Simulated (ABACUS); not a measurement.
The system is Ge.

```
Ge
1.0
    -2.57449    2.57449    1.39741
     2.57449   -2.57449    1.39741
     2.57449    2.57449   -1.39741
Ge
2
Direct
  0.50000 0.50000 0.00000
  0.25000 0.75000 0.50000
```

This isn't the form of Ge at room conditions, which is diamond.

Base run:

| Property | Result |
| --- | --- |
| Program | ABACUS 3.10.1 |
| Functional | LDA |
| Potentials or basis | PseudoDojo NC SR 0.4.1 LDA stringent |
| Cutoff | 1687 eV |
| Density cutoff | 6748 eV |
| Basis | plane waves |
| k mesh | 9 × 9 × 9 |
| Occupations | fermi-dirac, width 0.05 eV |
| Spin | no spin polarisation |

Its results: band gap on the k mesh none (metal or under the smearing width); pressure -2.4 GPa.

**Question.** The run is repeated on the same cell with these changes: functional from LDA to AM05; potentials or basis from PseudoDojo NC SR 0.4.1 LDA stringent to PseudoDojo NC SR 0.4.1 PBEsol standard; cutoff from 1687 eV to 1075 eV; density cutoff from 6748 eV to 4299 eV; valence electrons from 44 to 28. What comes out?

**Answer.** Band gap on the k mesh none (metal or under the smearing width); pressure -1.4 GPa.

Caveats: the potentials were made for another functional, which shifts forces and pressure (some runs).

Not every run made on this cell is shown here.
